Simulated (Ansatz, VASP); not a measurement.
# Cross-check of GaN between VASP and Ansatz, part 2 of 2

Aim: how closely do two programs agree when they are given the same cell, functional and k mesh? The cell is taken from a series of runs on this material, whose earlier steps may have relaxed, scaled, displaced or heated it; both programs get it as it stands.

VASP 6.6.1 and Ansatz 0.2.0.

So far: The structure; VASP: G0W0 gap, LDA.

## 3. Ansatz: G0W0 gap, LDA

Level of this step: Ansatz beside VASP: Kohn-Sham DFT, plane waves, LDA (Ansatz).

Ansatz runs on its default PAW (the set named soft_2) files.

The same cell, functional (in two slightly different forms) and mesh now go to Ansatz, which takes its cutoff from its data sets.

Input file input.yaml:

```yaml
crystal:
  lattice:
    - [-1.6253348712, -2.2985706239, 1.5796693596]
    - [1.6253348712, -2.2985706239, 1.5796693596]
    - [0.0, -3.4e-09, 3.159338724]
  atoms:
    - { symbol: Ga, position: [-0.0015944492, -0.0015944492, 0.0015944492] }
    - { symbol: "N", position: [0.2515944492, 0.2515944492, 0.2484055508] }
kpoints:
  mp_grid: { grid: [8, 8, 8] }
hamiltonian:
  xc: lda
scf:
  occupations: { method: fixed }
gw:
  n_empty_bands: 98
  ecut_chi: 150.0
  qp_bands: [v3, c1]
  screening: { model: contour_deformation }
```

On the command line:

```sh
> ansatz run input.yaml --threads 14 --pin off --max-ram 73728MiB --backend cpu --events-out ev --progress --plain --runs-dir out
```

Numbers of over 12 decimals in the logs are rounded to 6 here.

Log:

```text
Engine: ansatz 0.2.0, aarch64-unknown-linux-gnu
Pseudopotentials: kind: paw
Pseudopotential: Ga, paw, valence charge 13, recommended cutoff 420 eV (normal), Ga.paw.azcp
Pseudopotential: N, paw, valence charge 5, recommended cutoff 420 eV (normal), N.paw.azcp
Functional definition: SPW92
  exchange = slater_x
  correlation = pw_c
Crystal: 2 atoms, lattice volume = 23.606 Å³
Basis set: ecut = 420 eV, 463 PW (Γ)
Bands: 13, of which v1, the nominal top of the filled ones, is band 9 counted from 1 (8 counted from 0)
Symmetry: 4 space group operations
Space group: Imm2 (ITA 44), of the structure as read, at distance tolerance 2.9e-5 Å
k-points: 95 of 512 (time reversal used)
Non-local potential: Ga, projectors of the file, l = 0: 2, l = 1: 2, l = 2: 3, l = 3: 1
Non-local potential: N, projectors of the file, l = 0: 2, l = 1: 2, l = 2: 1
PAW form: soft (Blöchl's): semilocal exchange-correlation on the pseudo side does not see the compensation charge
PAW frozen core: Ga, regenerated for the run's functional, and the local potential with it (the file was generated under x = pbe(κ = 0.804, μ = 0.219515), c = pbe(β = 0.066725))
PAW frozen core: N, regenerated for the run's functional, and the local potential with it (the file was generated under x = pbe(κ = 0.804, μ = 0.219515), c = pbe(β = 0.066725))
PAW one-centre angular grid: Ga, 590 points (default); XC on 64 Gauss nodes
PAW one-centre angular grid: N, 110 points (default); XC on 64 Gauss nodes
Initial density: superposition of atomic densities (neutral atoms: chi_scale 0, normalization atom), corrected by the library's trained network
Initial wavefunctions: pseudopotential atomic-orbital guess
Functional: x = slater, c = lda
SCF iter   1: F=—  HF=-4082.027942 eV  |F-HF|=—  |Δ(HF+E_count)|=         —  Δρ=1.35e-2  dr2=4.19e-2  ethr=1.77e-3  ⟨swp⟩=4.3  Hψ=5667  notcnv=0  defer=150
preconditioner: auto → none  [insulator: Δε(μ)=1.293 eV  Ē_g=18.388 eV  n_scr=8 (ndim 8)  ℏωp=32.4 eV  f_vac=0.002  ε∞_Penn≈4.1]
SCF iter   2: F=—  HF=-4082.018547 eV  |F-HF|=—  |Δ(HF+E_count)|=   9.40e-3  Δρ=7.16e-3  dr2=9.02e-3  ethr=2.33e-4  ⟨swp⟩=2.3  Hψ=2504  notcnv=0  defer=190
SCF iter   3: F=—  HF=-4082.015886 eV  |F-HF|=—  |Δ(HF+E_count)|=   2.66e-3  Δρ=1.73e-3  dr2=2.89e-4  ethr=5.01e-5  ⟨swp⟩=2.1  Hψ=1690  notcnv=0  defer=190
SCF iter   4: F=—  HF=-4082.015773 eV  |F-HF|=—  |Δ(HF+E_count)|=   1.13e-4  Δρ=6.02e-4  dr2=2.71e-5  ethr=1.60e-6  ⟨swp⟩=2.9  Hψ=2210  notcnv=0  defer=184
SCF iter   5: F=—  HF=-4082.015758 eV  |F-HF|=—  |Δ(HF+E_count)|=   1.58e-5  Δρ=3.51e-5  dr2=1.53e-7  ethr=1.50e-7  ⟨swp⟩=2.1  Hψ=2016  notcnv=0
SCF iter   6: F=-4082.015758 eV  HF=-4082.015758 eV  |F-HF|=4.02e-9  |Δ(HF+E_count)|=   7.91e-9  Δρ=8.43e-6  dr2=8.49e-9  ethr=5.56e-10  ⟨swp⟩=4.1  Hψ=4521  notcnv=0
SCF 1 converged in 6 iterations: F = -4082.015758 eV  dr2 = 8.49e-9
  greatest PAW one-centre occupation: 0.995 electrons in one spin orbital (limit 2), on the Ga atom at site 0 (counted from 0), in its partial waves of l = 2
NSCF: frozen V_eff on 95 k-points
G₀W₀ screening: q 1/95
[... further progress lines ...]
NSCF: frozen V_eff on 1 k-points
NSCF: frozen V_eff on 1 k-points
SCF converged after 6 iterations
Free energy (F): -4082.015758 eV
Harris-Foulkes:  -4082.015758 eV  (|F-HF|=4.02e-9)
Internal energy: -4082.015758 eV  (E = F + TS)
E sigma→0 (E₀):  -4082.015758 eV
Fermi energy:    8.928356 eV
--- Per-component energies (eV) ---
  E_band       = -20.516423
  E_kinetic    = 245.222170
  E_local      = -1977.405852  (includes V_loc(G=0)·N_el)
  E_nonlocal   = 477.352204
  E_hartree    = 904.384531
  E_xc         = -127.180594
  E_vxc        = -133.361395  (∫ρ·V_xc dr)
  E_paw        = -2035.039275  (= ΣΔE_a)
  E_vpaw       = -441.092463  (= ΣTr[D̂ρ^β])
  E_aug_tail   = 0.000058  (compensation charges beyond the density's cutoff)
  E_ewald      = -1571.157523
  E_core_change = 1.808524  (= ΣΔE_core)
  E_smearing   = -0.000000  (= −TS)
  E_closure    = -0.000000  (closes the sum)
  Σ components = -4082.015758   (vs F -4082.015758, Δ=0.00e0)
--- Band table (eV; the first three rows and the last of 95) ---
  k-point 0: bands = [... 5 lower, -4.4562, 8.7588, 8.7688, 8.9284, 10.3332, 18.4181, 18.7912, 19.0559]
  k-point 1: bands = [... 5 lower, -4.4580, 7.3557, 8.6002, 8.6529, 11.4675, 18.1874, 18.6902, 19.0754]
  k-point 2: bands = [... 5 lower, -4.3116, 5.0865, 8.2547, 8.2731, 12.5629, 17.3277, 19.0282, 19.1837]
  k-point 94: bands = [... 5 lower, -2.6135, 2.6293, 6.0786, 6.4584, 12.0878, 15.3045, 19.9820, 22.1545]
--- G₀W₀: contour deformation, 7 samples at zero and on the imaginary axis and 3 off it, 512 q-points, 98 empty bands' worth ---
[...]
68     9      7.8849   -22.5424     3.1068   -18.9192  0.7580     7.3635     7.3685  root
    68    10     13.9127   -10.7629    -4.7323   -16.3828  0.7748    14.8190    14.8003  root
    69     7      6.0710   -22.4880     3.3145   -18.5757  0.7461     5.4642     5.4733  root
    69     8      7.7265   -22.3373     3.0275   -18.7883  0.7591     7.1997     7.2050  root
    69     9      8.7349   -23.3263     2.9391   -19.9374  0.7607     8.2817     8.2851  root
    69    10     12.5876   -11.9392    -4.1376   -16.8932  0.7813    13.4170    13.4040  root
    70     7      3.2912   -21.7069     4.3282   -16.7332  0.7156     2.6371     2.6458  root
    70     8      6.0283   -21.1439     3.3933   -17.1461  0.7460     5.4143     5.4239  root
    70     9      7.3003   -21.9818     3.1638   -18.2690  0.7562     6.7452     6.7514  root
    70    10     14.6002   -10.3110    -4.9385   -16.1724  0.7781    15.5450    15.5231  root
    71     7      2.5316   -20.2721     4.4044   -15.2792  0.7111     1.9353     1.9432  root
    71     8      5.8775   -21.2409     3.4256   -17.2067  0.7448     5.2588     5.2690  root
    71     9      7.0372   -21.7123     3.2234   -17.9228  0.7548     6.4644     6.4711  root
    71    10     14.9356   -10.7150    -5.0227   -16.7462  0.7826    15.9716    15.9440  root
    72     7      5.3353   -23.3656     3.7130   -19.0126  0.7351     4.6881     4.6953  root
    72     8      7.2686   -21.9431     3.1497   -18.2405  0.7557     6.7094     6.7158  root
    72     9      7.5744   -22.2092     3.1930   -18.4735  0.7562     7.0257     7.0317  root
    72    10     13.1589   -10.2156    -4.3879   -15.3770  0.7858    13.9442    13.9325  root
    73     7      3.5664   -22.0418     4.2819   -17.1067  0.7197     2.9035     2.9132  root
    73     8      5.5921   -20.8601     3.5140   -16.7227  0.7406     4.9569     4.9687  root
    73     9      7.7765   -22.3399     3.0451   -18.7847  0.7582     7.2617     7.2665  root
    73    10     14.8468   -10.8522    -5.1649   -17.0527  0.7732    15.9143    15.8824  root
    74     7      2.7828   -20.5254     4.3284   -15.6087  0.7160     2.1873     2.1946  root
    74     8      5.1849   -20.9010     3.6636   -16.5963  0.7348     4.5301     4.5437  root
[...]
93     7      2.8991   -21.0918     4.2413   -16.2823  0.7128     2.3255     2.3310  root
    93     8      4.6007   -19.9341     3.7653   -15.5073  0.7275     3.9234     3.9392  root
    93     9      6.9420   -21.5649     3.3248   -17.6684  0.7523     6.3634     6.3704  root
    93    10     13.9107    -8.7990    -4.4111   -13.8606  0.8031    14.5692    14.5612  root
    94     7      2.6293   -21.9049     4.4714   -16.8168  0.7091     2.0034     2.0128  root
    94     8      6.0786   -20.7877     3.3990   -16.7880  0.7473     5.4695     5.4780  root
    94     9      6.4584   -21.1021     3.4209   -17.0887  0.7487     5.8581     5.8660  root
    94    10     12.0878    -8.6086    -4.0211   -13.1555  0.8153    12.6178    12.6135  root
```

## 4. Differences

Known differences besides the potentials themselves: the two LDA forms differ slightly; fixed occupations in Ansatz, narrow Gaussian smearing in VASP; the cutoff is 420 eV in Ansatz and 450 eV in VASP; VASP's log shows a relativistic correction to its local exchange, Ansatz's none; Ansatz integrates over frequency by contour deformation, VASP on a grid of NOMEGA points. Total energies have different zeros and are not compared.

Compared:

| quantity | Ansatz | VASP | difference |
| --- | --- | --- | --- |
| G0W0 gap on the mesh (eV) | 2.49 | 2.53 | -0.04 |
| Kohn-Sham gap under it (eV) | 1.40 | 1.42 | -0.02 |

## 5. Results

```json
{
  "difference in G0W0 gap on the mesh (G0W0 gap, LDA)": "-0.040 eV"
}
```

In words: The difference in G0W0 gap on the mesh is -0.040 eV (G0W0 gap, LDA). How closely two codes agree says nothing of how well the functional describes the real material.

[Lines on the potential files, build, host, timing and source positions are cut from VASP's logs without a mark.]

[Logs are printed without paths, hosts, clocks, repeated set-up lines and the standing remarks that a program may print on its own settings, such as how far it seeks lower states.]

[Hosts, paths, dates, database ids (printed as entryN), source tags and the programs' standing remarks are cut or masked in the printed files.]
